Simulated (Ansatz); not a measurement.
**Lu in Ansatz: convergence with cutoff**

Input of the first run (cutoff 80 eV); the others differ in this setting and in those tied to it:

input.yaml

```yaml
crystal:
  lattice:
    - [-1.9541071088, 1.9541071088, 1.9541071088]
    - [1.9541071088, -1.9541071088, 1.9541071088]
    - [1.9541071088, 1.9541071088, -1.9541071088]
  atoms:
    - { symbol: Lu, position: [0.0, 0.0, 0.0] }
kpoints:
  mp_grid: { grid: [10, 10, 10] }
scf:
  occupations: { method: fermi_dirac, width: 0.05 }
hamiltonian:
  xc: pbe
  pseudopotentials: { kind: all_electron, lapw: { basis_error: 0.001 } }
output:
  forces: true
  stress: true
  eigenvalues: true
basis:
  ecutwfc: 80
```

Potentials or basis: all-electron LAPW, scalar-relativistic.

Command:

```sh
$ ansatz run input.yaml --threads 1 --pin off --max-ram 3072MiB --backend cpu --events-out ev --progress --plain --runs-dir out
```

This isn't the form of Lu at room conditions, which is hcp.

Hardware: 1 thread of Arm Neoverse V2, on a shared host.

| cutoff | energy less the tightest run, at zero smearing (meV/atom) | pressure (GPa) | SCF cycles | CPU time (s) | peak memory (GiB) |
| --- | --- | --- | --- | --- | --- |
| 80 eV | 41.79 | 0.08 | 8 | 2.7 | 0.22 |
| 110 eV | 7.05 | -0.30 | 8 | 3 | 0.23 |
| 140 eV | 1.31 | -0.36 | 8 | 3.3 | 0.23 |
| 180 eV | 0.15 | -0.38 | 8 | 4 | 0.24 |
| 230 eV | 0.00 | -0.38 | 8 | 5 | 0.26 |
| 290 eV | 0.00 | -0.38 | 8 | 6.4 | 0.29 |
| 360 eV | 0.00 | -0.38 | 8 | 9.6 | 0.36 |
| 450 eV | 0.00 | -0.38 | 8 | 13 | 0.45 |
| 560 eV | 0.00 | -0.38 | 8 | 20 | 0.59 |

Against the tightest run, the energy stays within 1 meV/atom from 180 eV on; the pressure stays within 0.1 GPa from 110 eV on. The tightest run that finished is the yardstick and may itself not be fully converged.

The run has no spin-orbit coupling, so splittings on Lu are missing.
